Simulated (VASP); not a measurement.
## Relaxed cell of BaTiO3: a test of cutoff and mesh

How far does the relaxed cell of BaTiO3 depend on cutoff and k mesh? The starting structure is a measured crystal structure from the Crystallography Open Database. The first relaxation on each setting starts from this cell expanded by 3 % in volume.

Calculated with VASP 6.6.1; Kohn-Sham DFT with plane waves and PAW; PBEsol.

## 1. Starting point

It takes space group Pm-3m (No. 221, cubic). The conventional cell has a = 4.006 Å, b = 4.006 Å, c = 4.006 Å, α = 90.00°, β = 90.00°, γ = 90.00°. Nearest to Ba lie 12 O at 2.83 Å. Nearest to Ti lie 6 O at 2.00 Å. Nearest to O lie 2 Ti at 2.00 Å and 4 Ba at 2.83 Å. O has 2 Ti at 2.00 Å and 4 Ba at 2.83 Å nearest. Farther neighbours and most contacts between anions are not listed.

Coordinates:

```cif
data_structure
_symmetry_space_group_name_H-M 'Pm-3m'
_symmetry_Int_Tables_number 221
_cell_length_a 4.0060
_cell_length_b 4.0060
_cell_length_c 4.0060
_cell_angle_alpha 90.000
_cell_angle_beta 90.000
_cell_angle_gamma 90.000
_cell_volume 64.29
loop_
_atom_site_label
_atom_site_type_symbol
_atom_site_symmetry_multiplicity
_atom_site_Wyckoff_symbol
_atom_site_fract_x
_atom_site_fract_y
_atom_site_fract_z
_atom_site_occupancy
Ba1 Ba 1 b 0.50000 0.50000 0.50000 1
Ti1 Ti 1 a 0.00000 0.00000 0.00000 1
O1 O 3 d 0.00000 0.00000 0.50000 1
```

## 2. Reference relaxation

This run starts from the cell of an earlier relaxation, which isn't shown; the restart sets up the plane waves anew.

INCAR

```
SYSTEM = BaTiO3
PREC = Accurate
ENCUT = 520
EDIFF = 1E-06
NELM = 100
ISMEAR = 0
SIGMA = 0.03
LREAL = .FALSE.
ALGO = Normal
GGA = PS
NBANDS = 55
ISPIN = 2
MAGMOM = 0 0 1 -1 0 0 0 0 0 0
LASPH = .TRUE.
LMAXMIX = 4
LORBIT = 11
LWAVE = .FALSE.
LCHARG = .FALSE.
KPAR = 16
IBRION = 2
NSW = 50
ISIF = 3
EDIFFG = -0.006
```

POSCAR

```
BaTiO3
1.0
    3.9846818455      0.0000000000      0.0000000000
    0.0000000000      3.9846818455      0.0000000000
    0.0000000000      0.0000000000      7.9692934014
Ba Ti O
2 2 6
Direct
    0.5000000000      0.5000000000      0.2500000000
    0.5000000000      0.5000000000      0.7500000000
    0.0000000000      0.0000000000      0.0000000000
    0.0000000000      0.0000000000      0.5000000000
    0.0000000000      0.0000000000      0.2500000000
    0.0000000000      0.0000000000      0.7500000000
    0.0000000000      0.5000000000      0.0000000000
    0.0000000000      0.5000000000      0.5000000000
    0.5000000000      0.0000000000      0.0000000000
    0.5000000000      0.0000000000      0.5000000000
```

KPOINTS

```
Automatic mesh
0
Gamma
6 6 4
0 0 0
```

Potentials, in the order of the species: Ba_sv, Ti_sv and O (PBE family, release 64).

On the command line:

```
> mpirun -np 16 vasp_std
```

Log:

```text
[banner, memory and clock lines left out]
running   16 mpi-ranks, on    1 nodes
 distrk:  each k-point on    1 cores,   16 groups
 distr:  one band on    1 cores,    1 groups

 POSCAR found type information on POSCAR BaTiO
 POSCAR found :  3 types and      10 ions
|                                                                             |
|           W    W    AA    RRRRR   N    N  II  N    N   GGGG   !!!           |
|           W    W   A  A   R    R  NN   N  II  NN   N  G    G  !!!           |
|           W    W  A    A  R    R  N N  N  II  N N  N  G       !!!           |
|           W WW W  AAAAAA  RRRRR   N  N N  II  N  N N  G  GGG   !            |
|           WW  WW  A    A  R   R   N   NN  II  N   NN  G    G                |
|           W    W  A    A  R    R  N    N  II  N    N   GGGG   !!!           |
|                                                                             |
|     For optimal performance we recommend to set                             |
|       NCORE = 2 up to number-of-cores-per-socket                            |
|     NCORE specifies how many cores store one orbital (NPAR=cpu/NCORE).      |
|     This setting can greatly improve the performance of VASP for DFT.       |
|     The default, NCORE=1 might be grossly inefficient on modern             |
|     multi-core architectures or massively parallel machines. Do your        |
|     Unfortunately you need to use the default for GW and RPA                |
|     calculations (for HF NCORE is supported but not extensively tested      |
|     yet).                                                                   |
|                                                                             |

|                                                                             |
|               ----> ADVICE to this user running VASP <----                  |
|                                                                             |
|     You enforced a specific xc type in the INCAR file but a different       |
|     [... a line on the potential file left out ...]
|     I HOPE YOU KNOW WHAT YOU ARE DOING!                                     |
|                                                                             |

 LDA part: xc-table for (Slater+PW92), standard interpolation
 POSCAR, INCAR and KPOINTS ok, starting setup
 FFT: planning ... GRIDC
 FFT: planning ... GRID_SOFT
 FFT: planning ... GRID
 WAVECAR not read
 entering main loop
       N       E                     dE             d eps       ncg     rms          rms(c)
DAV:   1     0.957545820736E+03    0.95755E+03   -0.38760E+04  6600   0.157E+03
DAV:   2     0.360337526504E+02   -0.92151E+03   -0.85366E+03  7104   0.451E+02
DAV:   3    -0.959032378433E+02   -0.13194E+03   -0.12897E+03  8602   0.169E+02
DAV:   4    -0.103865455390E+03   -0.79622E+01   -0.79342E+01  9960   0.378E+01
DAV:   5    -0.104198894945E+03   -0.33344E+00   -0.33318E+00  9162   0.668E+00    0.341E+01
DAV:   6    -0.838599117649E+02    0.20339E+02   -0.93100E+01  9811   0.670E+01    0.139E+01
DAV:   7    -0.842687891843E+02   -0.40888E+00   -0.16720E+01  9021   0.226E+01    0.985E+00
DAV:   8    -0.839805861014E+02    0.28820E+00   -0.19894E+00  9211   0.110E+01    0.335E+00
DAV:   9    -0.839680178295E+02    0.12568E-01   -0.46155E-01  8846   0.399E+00    0.129E+00
DAV:  10    -0.839728513701E+02   -0.48335E-02   -0.80232E-02  8569   0.145E+00    0.117E+00
DAV:  11    -0.839637755575E+02    0.90758E-02   -0.24368E-02  8306   0.140E+00    0.312E-01
DAV:  12    -0.839630687705E+02    0.70679E-03   -0.23815E-03 10203   0.332E-01    0.652E-02
DAV:  13    -0.839629709028E+02    0.97868E-04   -0.66463E-04  7817   0.144E-01    0.394E-02
DAV:  14    -0.839629918305E+02   -0.20928E-04   -0.68515E-05  9723   0.657E-02    0.331E-02
DAV:  15    -0.839630031768E+02   -0.11346E-04   -0.31887E-05  7700   0.293E-02    0.102E-02
DAV:  16    -0.839630033696E+02   -0.19277E-06   -0.35175E-06  7987   0.831E-03
   1 F= -.83963003E+02 E0= -.83963003E+02  d E =-.839630E+02  mag=     0.0000
 curvature:   0.00 expect dE= 0.000E+00 dE for cont linesearch  0.000E+00
 trial: gam= 0.00000 g(F)=  0.540E-60 g(S)=  0.183E-04 ort = 0.000E+00 (trialstep = 0.100E+01)
 search vector abs. value=  0.183E-04
 reached required accuracy - stopping structural energy minimisation
```

The job ended after 45 s (16 MPI ranks of Intel Xeon 6975P-C (Granite Rapids), shared host; peak memory 8.2 GiB).

Lines that name or quote the potential files are left out of all logs, and their timing lines are given in words.

From OUTCAR (step 2):

```text
ion  position               nearest neighbor table
   1  0.500  0.500  0.250-   7 2.82   8 2.82   9 2.82  10 2.82   9 2.82  10 2.82   7 2.82   8 2.82
                             5 2.82   5 2.82   5 2.82   5 2.82   3 3.45   4 3.45   4 3.45   4 3.45
   2  0.500  0.500  0.750-   7 2.82   8 2.82   9 2.82  10 2.82   9 2.82  10 2.82   7 2.82   8 2.82
                             6 2.82   6 2.82   6 2.82   6 2.82   3 3.45   4 3.45   4 3.45   4 3.45
   3  0.000  0.000  0.000-   5 1.99   6 1.99   7 1.99   9 1.99   7 1.99   9 1.99   1 3.45   2 3.45
                             1 3.45   1 3.45   2 3.45   2 3.45   1 3.45   2 3.45
   4  0.000  0.000  0.500-   5 1.99   6 1.99   8 1.99  10 1.99   8 1.99  10 1.99   1 3.45   2 3.45
                             1 3.45   1 3.45   2 3.45   2 3.45   1 3.45   2 3.45
   5  0.000  0.000  0.250-   3 1.99   4 1.99   1 2.82   1 2.82   1 2.82   1 2.82
   6  0.000  0.000  0.750-   3 1.99   4 1.99   2 2.82   2 2.82   2 2.82   2 2.82
   7  0.000  0.500  0.000-   3 1.99   3 1.99   1 2.82   2 2.82   1 2.82   2 2.82
   8  0.000  0.500  0.500-   4 1.99   4 1.99   1 2.82   2 2.82   1 2.82   2 2.82
   9  0.500  0.000  0.000-   3 1.99   3 1.99   1 2.82   1 2.82   2 2.82   2 2.82
  10  0.500  0.000  0.500-   4 1.99   4 1.99   1 2.82   1 2.82   2 2.82   2 2.82

  LATTYP: Found a simple tetragonal cell.
 ALAT       =     3.9846818455
 C/A-ratio  =     1.9999823600

 Subroutine GETGRP returns: Found 16 space group operations
 (whereof 16 operations were pure point group operations)

The static configuration has the point symmetry D_4h.

 Found     30 irreducible k-points:

   k-points           NKPTS =     30   k-points in BZ     NKDIM =     30   number of bands    NBANDS=     55

   dimension x,y,z NGX =    30 NGY =   30 NGZ =   60
   dimension x,y,z NGXF=    60 NGYF=   60 NGZF=  120

   ENCUT  =  520.0 eV  38.22 Ry    6.18 a.u.   7.41  7.41 14.82*2*pi/ulx,y,z

   NELECT =      80.0000    total number of electrons

 k-points in reciprocal lattice and weights: Automatic mesh
   0.00000000  0.00000000  0.00000000       0.007
   0.16666667  0.00000000  0.00000000       0.028
   0.33333333  0.00000000  0.00000000       0.028
   0.50000000  0.00000000  0.00000000       0.014
   0.16666667  0.16666667  0.00000000       0.028
   0.33333333  0.16666667  0.00000000       0.056
   0.50000000  0.16666667  0.00000000       0.028
   0.33333333  0.33333333  0.00000000       0.028
   0.50000000  0.33333333  0.00000000       0.028
[...]
0.50000000  0.33333333  0.50000000       0.028
   0.50000000  0.50000000  0.50000000       0.007

 average (electrostatic) potential at core
       1 -32.5968       2 -32.5968       3 -76.6422       4 -76.6422       5 -69.5854
       6 -69.5854       7 -69.5847       8 -69.5847       9 -69.5847      10 -69.5847

 E-fermi :   3.9563

 spin component 1
 k-point     1 :       0.0000    0.0000    0.0000
  band No.  band energies     occupation
    ...
     36       3.0721      1.00000
     37       3.0721      1.00000
     38       3.6635      1.00000
     39       3.6635      1.00000
     40       3.6635      1.00000
     41       5.5185      0.00000
     42       5.5185      0.00000
     43       5.5185      0.00000
     44       5.6909      0.00000
     45       7.3501      0.00000
    ...

 k-point     2 :       0.1667    0.0000    0.0000
  band No.  band energies     occupation
    ...
     36       2.7420      1.00000
     37       2.8977      1.00000
     38       3.0153      1.00000
     39       3.4718      1.00000
     40       3.4718      1.00000
     41       5.5600      0.00000
     42       6.0691      0.00000
     43       6.0692      0.00000
     44       6.1744      0.00000
     45       7.3514      0.00000
    ...

 k-point     3 :       0.3333    0.0000    0.0000
  band No.  band energies     occupation
    ...
     36       2.6524      1.00000
     37       2.7545      1.00000
     38       3.1903      1.00000
     39       3.1903      1.00000
     40       3.5268      1.00000
     41       5.6461      0.00000
     42       6.9529      0.00000
     43       6.9529      0.00000
     44       6.9859      0.00000
     45       7.3560      0.00000
    ...

 k-point     4 :       0.5000    0.0000    0.0000
  band No.  band energies     occupation
    ...
     36       2.9257      1.00000
     37       2.9257      1.00000
     38       3.0719      1.00000
     39       3.0720      1.00000
     40       3.7011      1.00000
     41       5.6909      0.00000
     42       7.3501      0.00000
     43       7.3502      0.00000
     44       7.3589      0.00000
     45       7.3589      0.00000
    ...

 k-point     5 :       0.1667    0.1667    0.0000
  band No.  band energies     occupation
    ...
     36       2.7314      1.00000
     37       2.8303      1.00000
     38       2.8680      1.00000
     39       3.2313      1.00000
     40       3.3285      1.00000
     41       6.0302      0.00000
     42       6.1554      0.00000
     43       6.3378      0.00000
     44       6.5182      0.00000
     45       7.4136      0.00000
    ...

 k-point     6 :       0.3333    0.1667    0.0000
  band No.  band energies     occupation
    ...
     36       2.8726      1.00000
     37       2.8858      1.00000
     38       2.9425      1.00000
     39       3.1190      1.00000
     40       3.5183      1.00000
     41       6.1423      0.00000
     42       6.9630      0.00000
     43       7.0120      0.00000
     44       7.1805      0.00000
     45       7.4826      0.00000
    ...

  Total       -0.0345209     -0.0345209     -0.0375144      0.0000000     -0.0000000      0.0000000
  in kB       -0.4371051     -0.4371051     -0.4750081      0.0000000     -0.0000000      0.0000000
  external PRESSURE =      -0.4497394 kB  Pullay stress =       0.0000000 kB

  energy-cutoff  :      520.00
  volume of cell :      126.53
      direct lattice vectors                 reciprocal lattice vectors
     3.984681845  0.000000000  0.000000000     0.250961065  0.000000000  0.000000000
     0.000000000  3.984681845  0.000000000     0.000000000  0.250961065  0.000000000
     0.000000000  0.000000000  7.969293401     0.000000000  0.000000000  0.125481639

 POSITION                                       TOTAL-FORCE (eV/Angst)
 -----------------------------------------------------------------------------------
      1.99234      1.99234      1.99232         0.000000      0.000000      0.000000
      1.99234      1.99234      5.97697        -0.000000      0.000000     -0.000000
      0.00000      0.00000      0.00000        -0.000000     -0.000000      0.000000
      0.00000      0.00000      3.98465        -0.000000     -0.000000     -0.000000
      0.00000      0.00000      1.99232        -0.000000     -0.000000      0.000000
      0.00000      0.00000      5.97697        -0.000000     -0.000000      0.000000
      0.00000      1.99234      0.00000        -0.000000     -0.000000      0.000000
      0.00000      1.99234      3.98465        -0.000000     -0.000000      0.000000
      1.99234      0.00000      0.00000         0.000000     -0.000000      0.000000
      1.99234      0.00000      3.98465         0.000000     -0.000000      0.000000
 -----------------------------------------------------------------------------------
    total drift:                                0.000000     -0.000000      0.000000

  FREE ENERGIE OF THE ION-ELECTRON SYSTEM (eV)
  ---------------------------------------------------
  free  energy   TOTEN  =       -83.9630033696 eV

  energy  without entropy=      -83.9630033696  energy(sigma->0) =      -83.96300337

 reached required accuracy - stopping structural energy minimisation

 total charge
# of ion       s       p       d       tot
------------------------------------------
    1        2.004   5.636   0.346   7.986
    2        2.004   5.636   0.346   7.986
    3        2.216   6.283   1.721  10.221
    4        2.216   6.283   1.721  10.221
    5        1.559   3.453   0.000   5.012
    6        1.559   3.453   0.000   5.012
    7        1.559   3.453   0.000   5.012
    8        1.559   3.453   0.000   5.012
    9        1.559   3.453   0.000   5.012
   10        1.559   3.453   0.000   5.012
--------------------------------------------------
tot         17.797  44.555   4.136  66.487

 magnetization (x)
# of ion       s       p       d       tot
------------------------------------------
    1        0.000   0.000   0.000   0.000
    2        0.000   0.000   0.000   0.000
    3        0.000  -0.000   0.000   0.000
    4       -0.000   0.000  -0.000  -0.000
    5        0.000   0.000   0.000   0.000
    6        0.000   0.000   0.000   0.000
    7        0.000   0.000   0.000   0.000
    8       -0.000  -0.000   0.000  -0.000
    9        0.000   0.000   0.000   0.000
   10       -0.000  -0.000   0.000  -0.000
--------------------------------------------------
tot          0.000   0.000   0.000   0.000

[... 1 further part left out ...]
```

CONTCAR:

```
BaTiO3
   1.00000000000000
     3.9846818454999999    0.0000000000000000    0.0000000000000000
     0.0000000000000000    3.9846818454999999    0.0000000000000000
     0.0000000000000000    0.0000000000000000    7.9692934013999999
  Ba              Ti              O
     2     2     6
Direct
     0.5000000000000000    0.5000000000000000    0.2500000000000000
     0.5000000000000000    0.5000000000000000    0.7500000000000000
     0.0000000000000000    0.0000000000000000    0.0000000000000000
     0.0000000000000000    0.0000000000000000    0.5000000000000000
     0.0000000000000000    0.0000000000000000    0.2500000000000000
     0.0000000000000000    0.0000000000000000    0.7500000000000000
     0.0000000000000000    0.5000000000000000    0.0000000000000000
     0.0000000000000000    0.5000000000000000    0.5000000000000000
     0.5000000000000000    0.0000000000000000    0.0000000000000000
     0.5000000000000000    0.0000000000000000    0.5000000000000000
```

The moments of the start collapse, so the state is non-magnetic; other starts or orders were not tried. The PAW data sets were made with PBE, which is usual practice but a small mismatch for other functionals. The run keeps the 16 symmetry operations of its start, so it cannot find a distortion of lower symmetry.

The reference relaxation ends at 12.653 Å³ an atom.

(Continued in part 2 of 2.)

[Lines on the potential files, build, host, timing and source positions are cut from VASP's logs without a mark.]

[Logs are printed without paths, hosts, clocks, repeated set-up lines and the standing remarks that a program may print on its own settings, such as how far it seeks lower states.]

[Hosts, paths, dates, database ids (printed as entryN), source tags and the programs' standing remarks are cut or masked in the printed files.]
